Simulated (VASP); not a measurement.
# GaN: relaxation of cell and atoms with PBEsol

The system is GaN.

```
Ga N
1.0
     3.18000    0.00000    0.00000
    -1.59000    2.75396    0.00000
     0.00000    0.00000    5.16600
Ga N
2 2
Direct
  0.33333 0.66667 0.00000
  0.66667 0.33333 0.50000
  0.33333 0.66667 0.37500
  0.66667 0.33333 0.87500
```

```json
{
 "Program": "VASP 6.6.1",
 "Task": "relaxation of cell and atoms",
 "Functional": "PBEsol",
 "Potentials or basis": "VASP PAW PBE potentials, release 64 (Ga_d, N)",
 "Cutoff": "600 eV",
 "k mesh": "12 × 12 × 5",
 "Occupations": "gaussian, width 0.03 eV",
 "Spin": "no spin polarisation",
 "Further INCAR settings": "ALGO = Normal; EDIFF = 1e-06; IBRION = 2; EDIFFG = -0.01; NSW = 90; ISIF = 3"
}
```

| Item | Value |
| --- | --- |
| Relaxed volume | 11.35 Å³/atom |
| Relaxed cell | a = 3.180 Å, b = 3.180 Å, c = 5.184 Å, α = 90.00°, β = 90.00°, γ = 120.00° |
| Space group after relaxing (to 0.05 Å) | P6_3mc (No. 186) |
| Energy gained by relaxing | 0.5 meV/atom |
| Ionic steps | 6 |
| Pressure after relaxing | 0.0 GPa |
| Largest force after relaxing | 0.006 eV/Å |
| Band gap on the k mesh | 1.91 eV, direct |

Forces in eV/Å, atoms in the order of the input:
```
Ga   0.000  0.000 -0.006
Ga   0.000  0.000 -0.006
N    0.000  0.000  0.006
N    0.000  0.000  0.006
```

The path:
```tsv
step	energy change (eV)	largest force (eV/Å)	pressure (GPa)	volume (Å³)
1	0.0000	0.1309	0.66	45.24
2	-0.0005	0.0880	-0.50	45.54
3	-0.0020	0.0103	0.08	45.40
4	-0.0019	0.0049	-0.09	45.41
5	-0.0020	0.0059	0.15	45.37
6	-0.0020	0.0064	0.00	45.39
```

Final structure:
```xyz
4
Lattice="3.1796 0.0000 0.0000 -1.5898 2.7536 0.0000 0.0000 0.0000 5.1838" Properties=species:S:1:pos:R:3 pbc="T T T"
Ga    0.0000    1.8357    5.1801
Ga    1.5898    0.9179    2.5882
N     0.0000    1.8357    1.9476
N     1.5898    0.9179    4.5394
```

Levels at points of the mesh, in eV from the valence-band top:
```
           k point  band 14  band 15  band 16  band 17  band 18  band 19  band 20  band 21  band 22
(0.00, 0.00, 0.00)    -1.05    -1.05    -0.05     0.00     0.00     1.91     4.23     9.12     9.84
(0.50, 0.00, 0.00)    -5.36    -4.29    -2.79    -2.27    -1.02     4.96     5.53     5.95     8.59
```

Run time: 2.9 min on 1 thread of Intel(R) Xeon(R) Platinum 8375C CPU @ 2.90GHz (Ice Lake) (shared host), peak memory 0.22 GiB.

Caveat: the PAW data sets were made with another functional, which shifts forces and pressure a little. Zero-point motion and thermal expansion aren't in these numbers.
